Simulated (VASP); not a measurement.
## BaZrO3: zone-centre modes, functional by functional

How much do the zone-centre frequencies of BaZrO3 depend on the functional? The starting structure is a measured crystal structure from the Crystallography Open Database.

Program: VASP 6.6.1. Level of theory: Kohn-Sham DFT with plane waves and PAW; LDA, PBEsol, PBE, PBEsol + D3(BJ), r2SCAN and r2SCAN + rVV10. Results are calculated unless marked as measured.

## Step 1: The starting structure

Symmetry: Pm-3m, No. 221, cubic system. Conventional cell: a = 4.191 Å, b = 4.191 Å, c = 4.191 Å, α = 90.00°, β = 90.00°, γ = 90.00°. Ba has 12 O at 2.96 Å nearest. Zr has 6 O at 2.10 Å nearest. O has 2 Zr at 2.10 Å and 4 Ba at 2.96 Å nearest. Farther neighbours and most contacts between anions are not listed.

Structure file:

```xyz
5
Lattice="4.1913 0.0000 0.0000 0.0000 4.1913 0.0000 0.0000 0.0000 4.1913" Properties=species:S:1:pos:R:3 pbc="T T T"
Ba    0.0000    0.0000    0.0000
Zr    2.0957    2.0957    2.0957
O     2.0957    2.0957    0.0000
O     2.0957    0.0000    2.0957
O     0.0000    2.0957    2.0957
```

## Step 2: Modes with LDA

LDA, the lowest rung, knows the local density alone. The cell comes from a relaxation at this level, not shown (71.95 Å³).

The input, INCAR:

```
SYSTEM = BaZrO3
PREC = Accurate
ENCUT = 520
EDIFF = 1E-08
NELM = 100
ISMEAR = 0
SIGMA = 0.03
LREAL = .FALSE.
ALGO = Normal
GGA = CA
NBANDS = 26
LORBIT = 11
LWAVE = .FALSE.
LCHARG = .FALSE.
KPAR = 4
IBRION = 8
LEPSILON = .TRUE.
ISIF = 2
```

The input, POSCAR:

```
BaZrO3
1.0
    4.1592118745      0.0000000000      0.0000000000
    0.0000000000      4.1592118745      0.0000000000
    0.0000000000      0.0000000000      4.1592118745
Ba Zr O
1 1 3
Direct
    0.0000000000      0.0000000000      0.0000000000
    0.5000000000      0.5000000000      0.5000000000
    0.5000000000      0.5000000000      0.0000000000
    0.5000000000      0.0000000000      0.5000000000
    0.0000000000      0.5000000000      0.5000000000
```

The input, KPOINTS:

```
Automatic mesh
0
Gamma
6 6 6
0 0 0
```

PAW data sets: Ba_sv, Zr_sv and O (LDA family, release 64).

The run is started by

```console
> mpirun -np 4 vasp_std
```

The log of the run:

```text
[banner, memory and clock lines left out]
running    4 mpi-ranks, on    1 nodes
 distrk:  each k-point on    1 cores,    4 groups
 distr:  one band on    1 cores,    1 groups

 POSCAR found type information on POSCAR BaZrO
 POSCAR found :  3 types and       5 ions
 LDA part: xc-table for (Slater(with rela. corr.)+CA(PZ))
 , standard interpolation
 POSCAR, INCAR and KPOINTS ok, starting setup
 FFT: planning ... GRIDC
 FFT: planning ... GRID_SOFT
 FFT: planning ... GRID
 WAVECAR not read
 entering main loop
       N       E                     dE             d eps       ncg     rms          rms(c)
DAV:   1     0.310234541219E+03    0.31023E+03   -0.22090E+04  1040   0.151E+03
DAV:   2    -0.330644494382E+02   -0.34330E+03   -0.33653E+03  1286   0.370E+02
DAV:   3    -0.526567173758E+02   -0.19592E+02   -0.19545E+02  1686   0.850E+01
DAV:   4    -0.530629376957E+02   -0.40622E+00   -0.40591E+00  1456   0.104E+01
DAV:   5    -0.530735957202E+02   -0.10658E-01   -0.10657E-01  1472   0.121E+00    0.306E+01
DAV:   6    -0.459787293846E+02    0.70949E+01   -0.40363E+01  1260   0.406E+01    0.140E+01
DAV:   7    -0.458103186108E+02    0.16841E+00   -0.30331E+00  1430   0.100E+01    0.849E+00
DAV:   8    -0.457457210744E+02    0.64598E-01   -0.32807E-01  1322   0.434E+00    0.681E-01
DAV:   9    -0.457416345194E+02    0.40866E-02   -0.49243E-02  1542   0.130E+00    0.489E-01
DAV:  10    -0.457416021403E+02    0.32379E-04   -0.12589E-02  1408   0.946E-01    0.251E-01
DAV:  11    -0.457412490055E+02    0.35313E-03   -0.21866E-03  1286   0.406E-01    0.287E-02
DAV:  12    -0.457412505914E+02   -0.15860E-05   -0.11145E-04  1444   0.735E-02    0.264E-02
DAV:  13    -0.457412488552E+02    0.17362E-05   -0.84242E-06  1310   0.205E-02    0.259E-03
DAV:  14    -0.457412488826E+02   -0.27388E-07   -0.73192E-07  1506   0.676E-03    0.301E-03
DAV:  15    -0.457412488656E+02    0.16972E-07   -0.74925E-08  1370   0.239E-03    0.567E-04
DAV:  16    -0.457412488650E+02    0.59572E-09   -0.11315E-08   894   0.765E-04
   1 F= -.45741249E+02 E0= -.45741249E+02  d E =-.605029E-20
 Linear response reoptimize wavefunctions to high precision
DAV:   1    -0.457412488652E+02   -0.19327E-09   -0.24541E-09   824   0.348E-04
DAV:   2    -0.457412488653E+02   -0.61846E-10   -0.30199E-10   620   0.104E-04
 Linear response G [H, r] |phi>, progress :
  Direction:   1
       N       E                     dE             d eps       ncg     rms
RMM:   1    -0.138096960213E+03   -0.13810E+03    0.11246E+03  2244   0.156E+02
RMM:   2    -0.134253057856E+03    0.38439E+01   -0.41511E+01  1915   0.303E+01
RMM:   3    -0.135565275683E+03   -0.13122E+01   -0.83258E+00  2207   0.908E+00
RMM:   4    -0.135924801729E+03   -0.35953E+00   -0.13464E+00  2347   0.339E+00
RMM:   5    -0.135998057005E+03   -0.73255E-01   -0.26244E-01  2404   0.131E+00
RMM:   6    -0.136011916926E+03   -0.13860E-01    0.22325E-01  2429   0.563E-01
RMM:   7    -0.136014888522E+03   -0.29716E-02    0.26582E-01  2410   0.298E-01
RMM:   8    -0.136015829934E+03   -0.94141E-03    0.16530E-01  2396   0.175E-01
RMM:   9    -0.136016234944E+03   -0.40501E-03    0.13659E-01  2398   0.115E-01
RMM:  10    -0.136016458746E+03   -0.22380E-03    0.10205E-01  2364   0.803E-02
RMM:  11    -0.136016573723E+03   -0.11498E-03    0.75560E-02  2348   0.591E-02
RMM:  12    -0.136016629879E+03   -0.56156E-04    0.56761E-02  2331   0.463E-02
RMM:  13    -0.136016662132E+03   -0.32253E-04    0.39278E-02  2301   0.372E-02
RMM:  14    -0.136016675256E+03   -0.13124E-04    0.28990E-02  2281   0.319E-02
RMM:  15    -0.136016690860E+03   -0.15603E-04    0.19348E-02  2263   0.278E-02
RMM:  16    -0.136016687943E+03    0.29167E-05    0.13635E-02  2234   0.256E-02
RMM:  17    -0.136016704039E+03   -0.16096E-04    0.95888E-03  2214   0.238E-02
RMM:  18    -0.136016703390E+03    0.64833E-06    0.66708E-03  2175   0.228E-02
RMM:  19    -0.136016662096E+03    0.41295E-04    0.55046E-03  2130   0.221E-02
RMM:  20    -0.136016707023E+03   -0.44928E-04    0.37273E-03  2095   0.217E-02
 Linear response G [H, r] |phi>, progress :
  Direction:   2
       N       E                     dE             d eps       ncg     rms
RMM:   1    -0.153824890996E+03   -0.15382E+03    0.10040E+03  2259   0.158E+02
RMM:   2    -0.151714963863E+03    0.21099E+01   -0.58671E+01  1897   0.321E+01
RMM:   3    -0.153547191542E+03   -0.18322E+01   -0.12508E+01  2282   0.106E+01
RMM:   4    -0.153990245279E+03   -0.44305E+00   -0.17704E+00  2447   0.393E+00
RMM:   5    -0.154074051226E+03   -0.83806E-01   -0.37407E-01  2501   0.155E+00
RMM:   6    -0.154091550112E+03   -0.17499E-01    0.32307E-01  2537   0.639E-01
RMM:   7    -0.154093869959E+03   -0.23198E-02   -0.25015E-01  2513   0.321E-01
RMM:   8    -0.154095471147E+03   -0.16012E-02   -0.90784E-02  2496   0.185E-01
RMM:   9    -0.154095898526E+03   -0.42738E-03   -0.13084E-01  2477   0.120E-01
RMM:  10    -0.154095993907E+03   -0.95382E-04   -0.67980E-02  2473   0.848E-02
RMM:  11    -0.154096065062E+03   -0.71155E-04   -0.67478E-02  2428   0.622E-02
RMM:  12    -0.154096107277E+03   -0.42215E-04   -0.42306E-02  2412   0.496E-02
RMM:  13    -0.154096267763E+03   -0.16049E-03   -0.35683E-02  2372   0.402E-02
RMM:  14    -0.154096287239E+03   -0.19476E-04   -0.25553E-02  2364   0.352E-02
RMM:  15    -0.154096312468E+03   -0.25229E-04   -0.18481E-02  2330   0.311E-02
[...]
RMM:   7    -0.706040547605E+00    0.82433E-06   -0.28538E-05  4542   0.142E-02    0.161E-03
RMM:   8    -0.706042672297E+00   -0.21247E-05    0.14481E-05  4825   0.733E-03    0.896E-04
RMM:   9    -0.706046170721E+00   -0.34984E-05    0.11940E-05  4907   0.444E-03    0.265E-04
RMM:  10    -0.706048060168E+00   -0.18894E-05    0.12385E-05  4911   0.302E-03    0.109E-04
RMM:  11    -0.706048510002E+00   -0.44983E-06    0.95240E-06  5132   0.219E-03    0.139E-04
RMM:  12    -0.706047621492E+00    0.88851E-06    0.83649E-06  4957   0.175E-03    0.164E-04
RMM:  13    -0.706048084516E+00   -0.46302E-06    0.57970E-06  5012   0.146E-03    0.171E-04
RMM:  14    -0.706045470381E+00    0.26141E-05    0.48829E-06  4710   0.135E-03    0.273E-04
[...]
RMM:  18    -0.706052994613E+00   -0.24749E-06    0.90231E-07  4977   0.894E-04    0.977E-05
RMM:  19    -0.706054107944E+00   -0.11133E-05    0.40444E-07  4822   0.828E-04    0.757E-05
RMM:  20    -0.706055128210E+00   -0.10203E-05    0.20336E-07  4921   0.784E-04    0.537E-05
RMM:  21    -0.706056792345E+00   -0.16641E-05   -0.26437E-08  4912   0.768E-04    0.105E-05
RMM:  22    -0.706056791560E+00    0.78482E-09   -0.24871E-07  5102   0.704E-04    0.171E-05
RMM:  23    -0.706057024326E+00   -0.23277E-06   -0.47624E-07  5155   0.674E-04    0.150E-05
RMM:  24    -0.706057182698E+00   -0.15837E-06   -0.55300E-07  5165   0.651E-04    0.157E-05
RMM:  25    -0.706057332070E+00   -0.14937E-06   -0.58104E-07  5255   0.630E-04    0.160E-05
 first order change of Fermi-energy  -0.12848E-01
 force on displaced ion       2 direction 1 :  -9.661  -0.000   0.000
 Born effective charge ion    2 direction 1 :   6.115   0.000   0.000
 Linear response progress:
  Degree of freedom:   3/  4
       N       E                     dE             d eps       ncg     rms          rms(c)
RMM:   1    -0.369199822372E+00   -0.36920E+00    0.19836E-01  6468   0.255E+00
RMM:   2    -0.360114974455E+00    0.90848E-02   -0.10514E-02  5760   0.361E-01    0.117E-01
RMM:   3    -0.361293767157E+00   -0.11788E-02   -0.15899E-03  5690   0.143E-01    0.597E-02
RMM:   4    -0.362721168990E+00   -0.14274E-02   -0.73532E-04  5784   0.111E-01    0.152E-02
RMM:   5    -0.362746389579E+00   -0.25221E-04   -0.13541E-04  6851   0.340E-02    0.419E-03
RMM:   6    -0.362775423196E+00   -0.29034E-04   -0.16269E-05  7350   0.116E-02    0.149E-03
RMM:   7    -0.362768621422E+00    0.68018E-05    0.64761E-06  7352   0.528E-03    0.514E-04
RMM:   8    -0.362770625791E+00   -0.20044E-05    0.24140E-05  7869   0.282E-03    0.256E-04
RMM:   9    -0.362770974444E+00   -0.34865E-06    0.58729E-06  7679   0.180E-03    0.101E-04
RMM:  10    -0.362771460297E+00   -0.48585E-06    0.86365E-06  8009   0.127E-03    0.504E-05
RMM:  11    -0.362771786608E+00   -0.32631E-06    0.23110E-06  7938   0.941E-04    0.323E-05
RMM:  12    -0.362772246193E+00   -0.45959E-06    0.38009E-06  8023   0.762E-04    0.214E-05
RMM:  13    -0.362772265724E+00   -0.19530E-07    0.14522E-06  8128   0.630E-04    0.149E-05
RMM:  14    -0.362772506194E+00   -0.24047E-06    0.11739E-06  7899   0.557E-04    0.994E-06
[...]
RMM:  45    -0.362772645695E+00   -0.18147E-07   -0.32811E-07  6679   0.391E-04    0.190E-06
RMM:  46    -0.362772663475E+00   -0.17780E-07    0.41721E-08  6646   0.390E-04    0.257E-06
RMM:  47    -0.362772662205E+00    0.12692E-08   -0.33312E-07  6699   0.391E-04    0.188E-06
RMM:  48    -0.362772666496E+00   -0.42907E-08   -0.25959E-07  6612   0.390E-04    0.234E-06
RMM:  49    -0.362772656063E+00    0.10433E-07   -0.28510E-07  6631   0.391E-04    0.189E-06
RMM:  50    -0.362772665842E+00   -0.97783E-08   -0.23236E-07  6581   0.391E-04    0.227E-06
RMM:  51    -0.362772678183E+00   -0.12341E-07   -0.33283E-07  6636   0.391E-04    0.192E-06
RMM:  52    -0.362772656997E+00    0.21186E-07   -0.18432E-07  6578   0.391E-04    0.208E-06
 first order change of Fermi-energy  -0.75828E-03
 force on displaced ion       3 direction 1 :  -2.401   0.000   0.000
 Born effective charge ion    3 direction 1 :  -2.024   0.000   0.000
 Linear response progress:
  Degree of freedom:   4/  4
       N       E                     dE             d eps       ncg     rms          rms(c)
RMM:   1    -0.380928021609E+00   -0.38093E+00    0.17817E-01  4070   0.272E+00
RMM:   2    -0.367379770217E+00    0.13548E-01   -0.40526E-02  3780   0.575E-01    0.164E-01
RMM:   3    -0.368830113428E+00   -0.14503E-02   -0.40397E-03  3603   0.243E-01    0.911E-02
RMM:   4    -0.370603464105E+00   -0.17734E-02   -0.15306E-03  3838   0.153E-01    0.289E-02
RMM:   5    -0.370915623024E+00   -0.31216E-03   -0.32555E-04  4186   0.573E-02    0.903E-03
RMM:   6    -0.370961686531E+00   -0.46064E-04   -0.58497E-05  4498   0.213E-02    0.405E-03
RMM:   7    -0.370935228994E+00    0.26458E-04   -0.92613E-05  4277   0.106E-02    0.901E-04
RMM:   8    -0.370940266615E+00   -0.50376E-05   -0.67061E-05  4593   0.510E-03    0.374E-04
RMM:   9    -0.370943274636E+00   -0.30080E-05   -0.33137E-05  4572   0.302E-03    0.197E-04
RMM:  10    -0.370942618627E+00    0.65601E-06   -0.28067E-05  4756   0.183E-03    0.760E-05
RMM:  11    -0.370942672400E+00   -0.53773E-07   -0.13821E-05  4913   0.126E-03    0.810E-05
RMM:  12    -0.370942722636E+00   -0.50236E-07   -0.10519E-05  4823   0.958E-04    0.590E-05
RMM:  13    -0.370942769324E+00   -0.46688E-07   -0.75163E-06  5015   0.762E-04    0.569E-05
RMM:  14    -0.370943072671E+00   -0.30335E-06   -0.46199E-06  4573   0.674E-04    0.335E-05
[...]
RMM:  22    -0.370943403624E+00   -0.36522E-08    0.46017E-07  4699   0.422E-04    0.146E-05
RMM:  23    -0.370943418059E+00   -0.14435E-07   -0.26748E-07  4567   0.418E-04    0.385E-06
RMM:  24    -0.370943389202E+00    0.28856E-07    0.65965E-07  4575   0.416E-04    0.105E-05
RMM:  25    -0.370943407396E+00   -0.18193E-07   -0.44005E-08  4473   0.414E-04    0.180E-06
RMM:  26    -0.370943460106E+00   -0.52710E-07    0.64548E-07  4291   0.412E-04    0.797E-06
RMM:  27    -0.370943405946E+00    0.54160E-07   -0.36042E-08  4149   0.411E-04    0.194E-06
RMM:  28    -0.370943433326E+00   -0.27380E-07    0.70324E-07  4296   0.411E-04    0.625E-06
RMM:  29    -0.370943441992E+00   -0.86654E-08   -0.22726E-08  4203   0.410E-04    0.293E-06
 first order change of Fermi-energy  -0.26071E-02
 force on displaced ion       3 direction 3 :   0.000   0.000 -13.897
 Born effective charge ion    3 direction 3 :   0.000   0.000  -4.811
 Born effective charges drift removed
 Linear response finished
```

The job ended after 13 min (4 MPI ranks of AMD EPYC 7R43, shared host; peak memory 1.8 GiB).

Lines that name or quote the potential files are left out of all logs, and their timing lines are given in words.

(Continued in part 2 of 4.)

[Lines on the potential files, build, host, timing and source positions are cut from VASP's logs without a mark.]

[Logs are printed without paths, hosts, clocks, repeated set-up lines and the standing remarks that a program may print on its own settings, such as how far it seeks lower states.]

[Hosts, paths, dates, database ids (printed as entryN), source tags and the programs' standing remarks are cut or masked in the printed files.]
